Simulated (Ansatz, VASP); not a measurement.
# Cross-check of KI between VASP and Ansatz, part 2 of 2

One calculation is typed for both programs; each brings its own data sets and cutoff. How far apart do they land? The cell is taken from a series of VASP runs on this material, whose earlier steps may have relaxed, scaled or displaced it; both programs get it as it stands.

VASP 6.6.1 and Ansatz 0.2.0.

So far: The structure; VASP: zone-centre phonons, LDA.

**3. Ansatz: zone-centre phonons, LDA**

Level of this step: Ansatz beside VASP: Kohn-Sham DFT, plane waves, LDA (Ansatz).

Ansatz runs on its default PAW (the set named soft_2) files.

The same cell, functional (in two slightly different forms) and mesh now go to Ansatz, which takes its cutoff from its data sets.

Contents of input.yaml:

```yaml
crystal:
  lattice:
    - [0.0, 3.4475043505, 3.4475043505]
    - [3.4475043505, 0.0, 3.4475043505]
    - [3.4475043505, 3.4475043505, 0.0]
  atoms:
    - { symbol: I, position: [0.5, 0.5, 0.5] }
    - { symbol: K, position: [0.0, 0.0, 0.0] }
hamiltonian:
  xc: lda
  pseudopotentials: { kind: paw }
kpoints:
  mp_grid: { grid: [10, 10, 10] }
scf:
  occupations: { method: fixed }
phonons:
  method: dfpt
  qpoints: [[0, 0, 0]]
  dielectric: true
  rigid_motions: translations
```

Launch:

```bash
ansatz run input.yaml --threads 4 --pin off --max-ram 9216MiB --backend cpu --events-out ev --progress --plain --runs-dir out
```

Numbers of over 12 decimals in the logs are rounded to 6 here.

What it wrote:

```text
Engine: ansatz 0.2.0, aarch64-unknown-linux-gnu
Pseudopotentials: kind: paw
Pseudopotential: I, paw, valence charge 17, recommended cutoff 420 eV (normal), I.paw.azcp
Pseudopotential: K, paw, valence charge 9, recommended cutoff 420 eV (normal), K.paw.azcp
Functional definition: SPW92
  exchange = slater_x
  correlation = pw_c
Crystal: 2 atoms, lattice volume = 81.949 Å³
Basis set: ecut = 420 eV, 1639 PW (Γ), exchange–correlation on 72×72×72 points (8 copies of the dense FFT grid, shifted against one another)
Bands: 17, of which v1, the nominal top of the filled ones, is band 13 counted from 1 (12 counted from 0)
Symmetry: 48 space group operations
k-points: 102 of 1000 (irreducible under 8 space group operations, time reversal used)
Non-local potential: I, projectors of the file, l = 0: 2, l = 1: 2, l = 2: 2, l = 3: 2
Non-local potential: K, projectors of the file, l = 0: 3, l = 1: 2, l = 2: 2
PAW form: soft (Blöchl's): semilocal exchange-correlation on the pseudo side does not see the compensation charge
PAW frozen core: I, regenerated for the run's functional, and the local potential with it (the file was generated under x = pbe(κ = 0.804, μ = 0.219515), c = pbe(β = 0.066725))
PAW frozen core: K, regenerated for the run's functional, and the local potential with it (the file was generated under x = pbe(κ = 0.804, μ = 0.219515), c = pbe(β = 0.066725))
PAW one-centre angular grid: I, 590 points (default); XC on 64 Gauss nodes
PAW one-centre angular grid: K, 110 points (default); XC on 64 Gauss nodes
Initial density: superposition of atomic densities (neutral atoms: chi_scale 0, normalization atom), corrected by the library's trained network
Initial wavefunctions: pseudopotential atomic-orbital guess
Functional: x = slater, c = lda
SCF iter   1: F=—  HF=-8855.095636 eV  |F-HF|=—  |Δ(HF+E_count)|=         —  Δρ=4.56e-3  dr2=8.00e-3  ethr=1.77e-3  ⟨swp⟩=5.4  Hψ=8226  notcnv=0  defer=197
preconditioner: auto → none  [insulator: Δε(μ)=3.769 eV  Ē_g=13.588 eV  n_scr=14 (ndim 8)  ℏωp=15.3 eV  f_vac=0.107  ε∞_Penn≈2.3]
SCF iter   2: F=—  HF=-8855.092998 eV  |F-HF|=—  |Δ(HF+E_count)|=   2.64e-3  Δρ=2.22e-3  dr2=1.56e-3  ethr=3.08e-5  ⟨swp⟩=2.1  Hψ=3393  notcnv=0  defer=202
SCF iter   3: F=—  HF=-8855.092812 eV  |F-HF|=—  |Δ(HF+E_count)|=   1.86e-4  Δρ=2.84e-4  dr2=8.35e-5  ethr=6.01e-6  ⟨swp⟩=3.0  Hψ=3260  notcnv=0  defer=202
SCF iter   4: F=—  HF=-8855.092773 eV  |F-HF|=—  |Δ(HF+E_count)|=   3.86e-5  Δρ=5.88e-5  dr2=5.55e-6  ethr=3.21e-7  ⟨swp⟩=2.0  Hψ=3165  notcnv=0  defer=202
SCF iter   5: F=—  HF=-8855.092771 eV  |F-HF|=—  |Δ(HF+E_count)|=   2.31e-6  Δρ=1.14e-5  dr2=5.98e-8  ethr=2.14e-8  ⟨swp⟩=2.0  Hψ=2140  notcnv=0  defer=181
SCF iter   6: F=—  HF=-8855.092771 eV  |F-HF|=—  |Δ(HF+E_count)|=   1.32e-7  Δρ=2.22e-6  dr2=1.25e-9  ethr=2.30e-10  ⟨swp⟩=2.0  Hψ=3060  notcnv=0  defer=163
SCF iter   7: F=-8855.092771 eV  HF=-8855.092771 eV  |F-HF|=7.09e-11  |Δ(HF+E_count)|=  5.04e-10  Δρ=2.90e-7  dr2=3.95e-11  ethr=1.00e-12  ⟨swp⟩=9.6  Hψ=12068  notcnv=0
SCF 1 converged in 7 iterations: F = -8855.092771 eV  dr2 = 3.95e-11
  greatest PAW one-centre occupation: 1.000 electrons in one spin orbital (limit 2), on the I atom at site 0 (counted from 0), in its partial waves of l = 2
NSCF: frozen V_eff on 2 k-points
DFPT response loops at Γ: preconditioner auto → none (the input reference at scf.mixing.eps_inf says where Resta's filter doesn't serve); β = 0.50; Broyden in place of MSR1
SCF converged after 7 iterations
Free energy (F): -8855.092771 eV
Harris-Foulkes:  -8855.092771 eV  (|F-HF|=7.09e-11)
Internal energy: -8855.092771 eV  (E = F + TS)
E sigma→0 (E₀):  -8855.092771 eV
Fermi energy:    2.601447 eV
--- Per-component energies (eV) ---
  E_band       = -512.246419
  E_kinetic    = 443.905364
  E_local      = -2751.313923  (includes V_loc(G=0)·N_el)
  E_nonlocal   = -69.672688
  E_hartree    = 1304.477194
  E_xc         = -260.503497
  E_vxc        = -292.515693  (∫ρ·V_xc dr)
  E_paw        = -5403.430974  (= ΣΔE_a)
  E_vpaw       = -451.603591  (= ΣTr[D̂ρ^β])
  E_aug_tail   = 0.000046  (compensation charges beyond the density's cutoff)
  E_ewald      = -2119.593010
  E_core_change = 1.038715  (= ΣΔE_core)
  E_smearing   = -0.000000  (= −TS)
  E_closure    = -0.000000  (closes the sum)
  Σ components = -8855.092771   (vs F -8855.092771, Δ=0.00e0)
--- Band table (eV; the first three rows and the last of 102) ---
  k-point 0: bands = [... 9 lower, -8.1325, 2.6014, 2.6014, 2.6014, 6.3826, 8.8642, 8.8642, 8.8642]
  k-point 1: bands = [... 9 lower, -8.0847, 2.3891, 2.5567, 2.5567, 6.6712, 8.8067, 8.9823, 8.9823]
  k-point 2: bands = [... 9 lower, -7.9694, 1.9291, 2.4447, 2.4447, 7.2760, 8.8444, 9.3058, 9.3058]
  k-point 101: bands = [... 9 lower, -7.8591, 1.6486, 1.8667, 1.9052, 8.3165, 9.0951, 9.4836, 10.8602]
--- Phonons (Γ-DFPT): 2 representative perturbations + reference, on 102 of 1000 k-points (Σ response iterations 6) ---
  k mesh reduced under 8 symmetry operations, with k and −k counted as one. Each operation leaves every solved perturbation unchanged. A smaller set is not considered because the run solves the response to a homogeneous field
  ASR residual: 3.362e-4 → 0.000e0 eV/Å²; symmetrization residual: 2.868e-6 eV/Å²
  ASR residual per site (eV/Å²): 3.36e-4 1.57e-4
  Γ frequencies (cm⁻¹): 0.00 0.00 0.00 106.10 106.10 106.10
  ε∞ (high-frequency dielectric tensor):
        3.063874    -0.000000     0.000000
        0.000000     3.063874    -0.000000
        0.000000     0.000000     3.063874
  ε⁰ (static dielectric tensor: ions relaxed, cell fixed):
        5.293096     0.000000     0.000000
        0.000000     5.293096    -0.000000
       -0.000000    -0.000000     5.293096
  ε⁰ − ε∞ (ionic part):
        2.229222     0.000000    -0.000000
        0.000000     2.229222    -0.000000
       -0.000000    -0.000000     2.229222
  softest optical mode at Γ: 106.10 cm⁻¹; the repairs (sum rule, projections) moved no ω² at Γ by more than (1.10 cm⁻¹)²
  Born effective charges Z* (e; rows j = field, columns β = displacement):
    site 0:
        -1.11764   -0.00000    0.00000
         0.00000   -1.11764   -0.00000
         0.00000    0.00000   -1.11764
    site 1:
         1.11764    0.00000    0.00000
        -0.00000    1.11764    0.00000
         0.00000   -0.00000    1.11764
  Z* charge neutrality: 2.264e-5 e pre-enforcement
  k-mesh period / interband length: 48.8 Å / 1.80 Å = 27.12 at k = (0.0000, 0.0000, 0.0000), direct gap 3.781 eV — 14 or more, which is no proof of convergence
  optical modes at Γ without the LO–TO term, one row a degenerate level:
      ω (cm⁻¹)  modes    IR ((D/Å)²/amu)
        106.10      3             2.8925
  optical modes at Γ + LO–TO along q̂ = [1.0000, 0.0000, 0.0000]:
      ω (cm⁻¹)  modes    IR ((D/Å)²/amu)
        106.10      2             1.9283
        139.45      1             0.9642
  optical modes at Γ + LO–TO along q̂ = [0.0000, 1.0000, 0.0000]:
      ω (cm⁻¹)  modes    IR ((D/Å)²/amu)
        106.10      2             1.9283
        139.45      1             0.9642
  optical modes at Γ + LO–TO along q̂ = [0.0000, 0.0000, 1.0000]:
      ω (cm⁻¹)  modes    IR ((D/Å)²/amu)
        106.10      2             1.9283
        139.45      1             0.9642
--- Phonons (arbitrary-q DFPT): 1 explicit q-point ---
  q = [0, 0, 0] (of the zone-centre solve; hermiticity 4.64e-6, symmetrization 3.41e-12): -0.00 -0.00 0.00 106.10 106.10 106.10
  sum rule: each row above includes the acoustic sum rule's correction from the zone centre's row sums; it moved no ω² by more than (1.05 cm⁻¹)²
```

Elapsed: 23 s, on 4 threads of Arm Neoverse V1, shared host; peak memory 0.8 GiB; 87 s of CPU time.

**4. Differences**

Known differences besides the potentials themselves: the two LDA forms differ slightly; the data sets hold 26 valence electrons in Ansatz (default PAW (the set named soft_2) files) and 16 in VASP; the cutoff is 420 eV in Ansatz and 500 eV in VASP; VASP's log shows a relativistic correction to its local exchange, Ansatz's none. Total energies have different zeros and are not compared.

Compared:

```csv
quantity,Ansatz,VASP,difference
ε∞ xx,3.06,3.07,-0.07 %
ε∞ yy,3.06,3.07,-0.07 %
ε∞ zz,3.06,3.07,-0.07 %
Born charge of I1 (mean of the diagonal) (e),-1.12,-1.12,0.00
Born charge of K2 (mean of the diagonal) (e),1.12,1.12,0.00
optical mode 1 to 3 (cm⁻¹),106.1,107.3,-1.08 %
```

Modes are paired by rising frequency and degeneracy, not by their patterns, so a pair may still set unlike modes beside each other.

**5. Results**

| Item | Value |
| --- | --- |
| r.m.s. difference of the optical zone-centre modes, each program's sorted by frequency (zone-centre phonons, LDA) | 1.2 cm⁻¹ |
| difference in optical mode 1 to 3 (zone-centre phonons, LDA) | -1.1 % |

In words: The r.m.s. difference of the optical zone-centre modes, each program's sorted by frequency is 1.2 cm⁻¹ (zone-centre phonons, LDA). Among the rows given in per cent, the largest difference of the zone-centre phonons, LDA pair is in optical mode 1 to 3, -1.1 %. How closely two codes agree says nothing of how well the functional describes the real material.

[Lines on the potential files, build, host, timing and source positions are cut from VASP's logs without a mark.]

[Logs are printed without paths, hosts, clocks, repeated set-up lines and the standing remarks that a program may print on its own settings, such as how far it seeks lower states.]

[Hosts, paths, dates, database ids (printed as entryN), source tags and the programs' standing remarks are cut or masked in the printed files.]
